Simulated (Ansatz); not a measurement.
## Sn5O12: nudged elastic band, vacancy jump

Level of theory: Ansatz 0.2.0, DFT PBEsol, scalar-relativistic, plane waves, PAW. Cutoff 420 eV, Γ-centred 6×6×6 k-points, Gaussian smearing of 0.05 eV. No spin polarisation.

5 inner image(s), climbing off, force tolerance 0.05 eV/Å, at most 5 iterations, fixed cell. The cell carries a charge of -4 e on a uniform background, with no finite-size correction, so the barrier is rough in so small a cell.

Time: 16 min on 4 threads of Intel(R) Xeon(R) 6975P-C (Granite Rapids), on a shared host, peak memory 7.1 GiB.

Command:
```bash
ansatz run input.yaml --threads 4 --pin off --max-ram 9216MiB --backend cpu --events-out ev --progress --plain --runs-dir out
```

Input:
```yaml
crystal:
  lattice:
    - [-4.0115334437, -4.0115334437, 0.0]
    - [-2.0057667219, -2.0057667219, 5.1240738106]
    - [-8.0230668874, 4.0115334437, 0.0]
  atoms:
    - { symbol: Sn, position: [0.7449719587, 0.5, 0.5100560825] }
    - { symbol: Sn, position: [0.4216947079, 0.5, 0.1566105841] }
    - { symbol: Sn, position: [0.6612075733, 0.0, 0.6775848534] }
    - { symbol: Sn, position: [0.3333333333, 0.0, 0.3333333333] }
    - { symbol: Sn, position: [1.0054590934, 0.0, -0.0109181867] }
    - { symbol: O, position: [0.8844799847, 0.6055440675, 0.6490845165] }
    - { symbol: O, position: [0.5383827454, 0.5899011758, 0.3333333333] }
    - { symbol: O, position: [0.1766426144, 0.6055440675, 1.0175821501] }
    - { symbol: O, position: [0.8307046881, 1.0052572905, 0.8333333333] }
    - { symbol: O, position: [0.5416140608, 0.9164493143, 0.4944212466] }
    - { symbol: O, position: [0.2086032916, 0.9164493143, 0.1722454201] }
    - { symbol: O, position: [0.4664354987, 0.3944559325, 0.6490845165] }
    - { symbol: O, position: [0.1282839212, 0.4100988242, 0.3333333333] }
    - { symbol: O, position: [0.8057752355, 0.3944559325, 0.0175821501] }
    - { symbol: O, position: [0.3359619786, -0.0052572905, 0.8333333333] }
    - { symbol: O, position: [0.9639646926, 0.0835506857, 0.4944212466] }
    - { symbol: O, position: [0.6191512883, 0.0835506857, 0.1722454201] }
total_charge: -4
basis:
  ecutwfc: 420
kpoints:
  mp_grid: { grid: [6, 6, 6] }
hamiltonian:
  xc: pbesol
scf:
  occupations: { method: gaussian, width: 0.05 }
output:
  forces: true
neb:
  images: 5
  f_tol: 0.05
  max_iterations: 5
  order_check: false
  final_atoms:
    - { symbol: Sn, position: [0.744540938, 0.5, 0.5109181241] }
    - { symbol: Sn, position: [0.4166666667, 0.5, 0.1666666667] }
    - { symbol: Sn, position: [1.0887923954, -0.5, 0.8224152093] }
    - { symbol: Sn, position: [0.3283053072, 0.0, 0.3433893856] }
    - { symbol: Sn, position: [1.0050280261, 0.0, -0.0100560522] }
    - { symbol: O, position: [0.9192958508, 0.4947416318, 0.6666666667] }
    - { symbol: O, position: [0.5413967769, 0.5835508199, 0.327754433] }
    - { symbol: O, position: [0.2083857366, 0.5835508199, 1.0055789003] }
    - { symbol: O, position: [0.8655199358, 0.8944562023, 0.8509155197] }
    - { symbol: O, position: [0.5733571952, 0.8944562023, 0.4824178137] }
    - { symbol: O, position: [0.2116171663, 0.9100990006, 0.1666666667] }
    - { symbol: O, position: [0.4140374826, 0.5052583682, 0.6666666667] }
    - { symbol: O, position: [0.1308487901, 0.4164491801, 0.327754433] }
    - { symbol: O, position: [0.7860353631, 0.4164491801, 0.0055789003] }
    - { symbol: O, position: [0.2835645445, 0.1055437977, 0.8509155197] }
    - { symbol: O, position: [0.9442249911, 0.1055437977, 0.4824178137] }
    - { symbol: O, position: [0.621716167, 0.0899009994, 0.1666666667] }
  climbing: false
```

Output (its end):
```
...
this run wrote the band of iteration 5 to <dir> as well, whether or not its events were kept: a new run's `neb.initial_path` can list its `images[].positions_ang`
a run's events are kept only if it was started with --events-out <file>, and are in that file
```

The run did not converge.

Last band, not converged:

| image | s (Å) | ΔE (eV) |
| --- | --- | --- |
| 0 | 0.000 | 0.000 |
| 1 | 0.841 | 1.003 |
| 2 | 1.683 | 1.818 |
| 3 | 2.524 | 1.902 |
| 4 | 3.365 | 1.818 |
| 5 | 4.207 | 1.003 |
| 6 | 5.048 | 0.000 |

Highest image over the start 1.902 eV, over the end 1.902 eV. The order of the saddle wasn't checked, and a path that keeps a symmetry can read too high. Without a climbing image the barrier can read too low.

By iteration:

| iteration | largest band force component (eV/Å) | highest image (eV) |
| --- | --- | --- |
| 1 | 25.071 | 14.920 |
| 2 | 7.350 | 5.430 |
| 3 | 4.051 | 3.357 |
| 4 | 1.753 | 2.262 |
| 5 | 1.185 | 1.902 |

Images of the last band (Å, true forces in eV/Å):

```xyz
17
Lattice="-4.012 -4.012 0.000 -2.006 -2.006 5.124 -8.023 4.012 0.000" Properties=species:S:1:pos:R:3:forces:R:3 pbc="T T T" image=0 dE_eV=0.0000
Sn   -8.084   -1.945    2.562    0.010   -0.010    0.000
Sn   -3.951   -2.066    2.562   -0.010    0.010    0.000
Sn   -8.089    0.066    0.000    0.015   -0.015    0.000
Sn   -4.012    0.000    0.000    0.000    0.000    0.000
Sn   -3.946   -4.077    0.000   -0.015    0.015    0.000
O    -9.970   -2.159    3.103   -0.005    0.008   -0.004
O    -6.017   -2.006    3.023    0.000    0.000   -0.006
O   -10.087    2.159    3.103    0.005   -0.008   -0.004
O   -12.035   -2.006    5.151    0.000    0.000    0.002
O    -7.978   -2.027    4.696   -0.006   -0.009   -0.005
O    -4.057   -1.984    4.696    0.006    0.009   -0.005
O    -7.870   -0.058    2.021   -0.008    0.005    0.004
O    -4.012    0.000    2.101    0.000    0.000    0.006
O    -4.165   -3.953    2.021    0.008   -0.005    0.004
O    -8.023    2.006   -0.027    0.000    0.000   -0.002
O    -8.001   -2.051    0.428    0.009    0.006    0.005
O    -4.033   -1.960    0.428   -0.009   -0.006    0.005
17
Lattice="-4.012 -4.012 0.000 -2.006 -2.006 5.124 -8.023 4.012 0.000" Properties=species:S:1:pos:R:3:forces:R:3 pbc="T T T" image=1 dE_eV=1.0027
Sn   -7.988   -1.810    2.465   -0.264   -0.235   -0.052
Sn   -3.930   -2.046    2.585   -0.120   -0.142    0.167
Sn   -8.240   -0.001   -0.372    0.561   -0.107    0.675
Sn   -4.088    0.000    0.007    0.213   -0.061   -0.073
Sn   -4.048   -4.182    0.108    0.061    0.200   -0.163
O    -9.961   -1.946    2.751    0.007   -0.255    0.900
O    -5.945   -2.017    3.034   -0.120    0.012    0.073
O   -10.109    2.172    3.216    0.103    0.078   -0.113
O   -12.118   -2.225    5.219    0.281    0.023   -0.127
O    -8.039   -2.108    4.573   -0.110    0.187    0.071
O    -4.102   -2.004    4.777   -0.073    0.060   -0.081
O    -7.686    0.063    2.190   -0.328   -0.242   -1.284
O    -3.944    0.085    2.070   -0.177   -0.033    0.026
O    -4.116   -3.990    2.114   -0.067    0.196   -0.125
O    -8.258    1.901   -0.110   -0.056    0.480    0.214
O    -8.005   -1.979    0.318    0.028   -0.153   -0.053
O    -4.086   -1.976    0.497    0.061   -0.008   -0.056
17
Lattice="-4.012 -4.012 0.000 -2.006 -2.006 5.124 -8.023 4.012 0.000" Properties=species:S:1:pos:R:3:forces:R:3 pbc="T T T" image=2 dE_eV=1.8183
Sn   -7.928   -1.692    2.448   -0.144   -0.329    0.125
Sn   -3.939   -2.048    2.534   -0.066   -0.256    0.167
Sn   -8.508   -0.077   -0.802    0.250   -1.212   -0.170
Sn   -4.128    0.045    0.003    0.203   -0.207   -0.163
Sn   -4.108   -4.273    0.103   -0.074   -0.196   -0.311
O    -9.936   -1.846    2.485    0.536    0.028    0.112
O    -5.920   -2.030    3.004   -0.074   -0.008    0.087
O   -10.132    2.133    3.216    0.182   -0.019   -0.105
O   -12.166   -2.268    5.269   -0.233    0.141    0.120
O    -8.049   -2.129    4.526   -0.230    0.124   -0.142
O    -4.121   -2.016    4.766   -0.314    0.043   -0.048
O    -7.585    0.172    2.698    0.027    0.371    0.062
O    -3.937    0.115    2.040   -0.225    0.112    0.073
O    -4.139   -4.044    2.105   -0.043    0.309   -0.137
O    -8.335    1.754   -0.181    0.094    0.814    0.461
O    -7.965   -1.872    0.315    0.001    0.176    0.012
O    -4.102   -1.987    0.486    0.110    0.108   -0.141
17
Lattice="-4.012 -4.012 0.000 -2.006 -2.006 5.124 -8.023 4.012 0.000" Properties=species:S:1:pos:R:3:forces:R:3 pbc="T T T" image=3 dE_eV=1.9024
Sn   -7.858   -1.620    2.438   -0.368   -0.296    0.166
Sn   -3.913   -2.074    2.521   -0.187   -0.045    0.020
Sn   -9.026    0.000   -1.281    0.000    0.000    0.000
Sn   -4.110    0.068    0.041    0.187    0.045   -0.020
Sn   -4.177   -4.397    0.124    0.368    0.296   -0.166
O    -9.860   -1.727    2.366    0.978   -0.038   -0.212
O    -5.894   -1.980    2.952    0.154    0.097   -0.079
O   -10.108    2.101    3.231    0.238   -0.198    0.009
O   -12.203   -2.284    5.320   -0.978    0.038    0.212
O    -7.944   -2.101    4.455   -0.238    0.198   -0.009
O    -4.135   -2.032    4.734   -0.154   -0.097    0.079
O    -7.582    0.322    2.864   -0.195   -0.250   -0.384
O    -3.927    0.062    2.066   -0.154   -0.102    0.085
O    -4.118   -4.158    2.189   -0.091    0.123   -0.231
O    -8.464    1.684   -0.302    0.195    0.250    0.384
O    -7.917   -1.860    0.373    0.091   -0.123    0.231
O    -4.096   -2.068    0.496    0.154    0.102   -0.085
17
Lattice="-4.012 -4.012 0.000 -2.006 -2.006 5.124 -8.023 4.012 0.000" Properties=species:S:1:pos:R:3:forces:R:3 pbc="T T T" image=4 dE_eV=1.8183
Sn   -7.927   -1.744    2.459    0.074    0.196    0.311
Sn   -3.895   -2.051    2.559   -0.203    0.207    0.163
Sn   -9.544    0.077   -1.760   -0.250    1.212    0.170
Sn   -4.084    0.042    0.028    0.066    0.256   -0.167
Sn   -4.107   -4.325    0.114    0.144    0.329   -0.125
O    -9.897   -1.743    2.417    0.233   -0.141   -0.120
O    -5.908   -1.995    2.920    0.314   -0.043    0.048
O   -10.003    2.129    3.160    0.230   -0.124    0.142
O   -12.127   -2.165    5.201   -0.536   -0.028   -0.112
O    -7.920   -2.133    4.470   -0.182    0.019    0.105
O    -4.109   -1.982    4.682    0.074    0.008   -0.087
O    -7.711    0.252    2.743   -0.094   -0.814   -0.461
O    -3.922   -0.019    2.076   -0.110   -0.108    0.141
O    -4.070   -4.145    2.247   -0.001   -0.176   -0.012
O    -8.461    1.833   -0.136   -0.027   -0.371   -0.062
O    -7.896   -1.974    0.457    0.043   -0.309    0.137
O    -4.086   -2.121    0.522    0.225   -0.112   -0.073
17
Lattice="-4.012 -4.012 0.000 -2.006 -2.006 5.124 -8.023 4.012 0.000" Properties=species:S:1:pos:R:3:forces:R:3 pbc="T T T" image=5 dE_eV=1.0027
Sn   -7.987   -1.835    2.454   -0.061   -0.200    0.163
Sn   -3.935   -2.005    2.555   -0.213    0.061    0.073
Sn   -9.812    0.001   -2.190   -0.561    0.107   -0.675
Sn   -4.093    0.040   -0.023    0.120    0.142   -0.167
Sn   -4.046   -4.207    0.097    0.264    0.235    0.052
O    -9.946   -1.787    2.467   -0.281   -0.023    0.127
O    -5.927   -2.007    2.909    0.073   -0.060    0.081
O   -10.013    2.108    3.113    0.110   -0.187   -0.071
O   -12.102   -2.065    4.935   -0.007    0.255   -0.900
O    -7.943   -2.172    4.471   -0.103   -0.078    0.113
O    -4.084   -1.995    4.652    0.120   -0.012   -0.073
O    -7.788    0.105    2.672    0.056   -0.480   -0.214
O    -3.937   -0.030    2.065   -0.061    0.008    0.056
O    -4.029   -4.038    2.244   -0.028    0.153    0.053
O    -8.360    1.943    0.372    0.328    0.242    1.284
O    -7.918   -2.027    0.448    0.067   -0.196    0.125
O    -4.079   -2.091    0.492    0.177    0.033   -0.026
17
Lattice="-4.012 -4.012 0.000 -2.006 -2.006 5.124 -8.023 4.012 0.000" Properties=species:S:1:pos:R:3:forces:R:3 pbc="T T T" image=6 dE_eV=0.0000
Sn   -8.089   -1.940    2.562    0.015   -0.015    0.000
Sn   -4.012   -2.006    2.562    0.000    0.000    0.000
Sn   -9.963   -0.066   -2.562   -0.015    0.015    0.000
Sn   -4.072    0.061    0.000    0.010   -0.010    0.000
Sn   -3.951   -4.072    0.000   -0.010    0.010    0.000
O   -10.029   -2.006    2.535    0.000    0.000   -0.002
O    -5.972   -2.027    2.990   -0.006   -0.009    0.005
O   -10.074    2.027    2.990    0.006    0.009    0.005
O   -12.093   -1.853    4.583    0.005   -0.008    0.004
O    -7.965   -2.159    4.583   -0.005    0.008    0.004
O    -4.012   -2.006    4.663    0.000    0.000    0.006
O    -8.023    0.000    2.589    0.000    0.000    0.002
O    -3.990   -0.045    2.134    0.009    0.006   -0.005
O    -4.033   -3.966    2.134   -0.009   -0.006   -0.005
O    -8.176    2.064    0.541    0.008   -0.005   -0.004
O    -7.870   -2.064    0.541   -0.008    0.005   -0.004
O    -4.012   -2.006    0.461    0.000    0.000   -0.006
```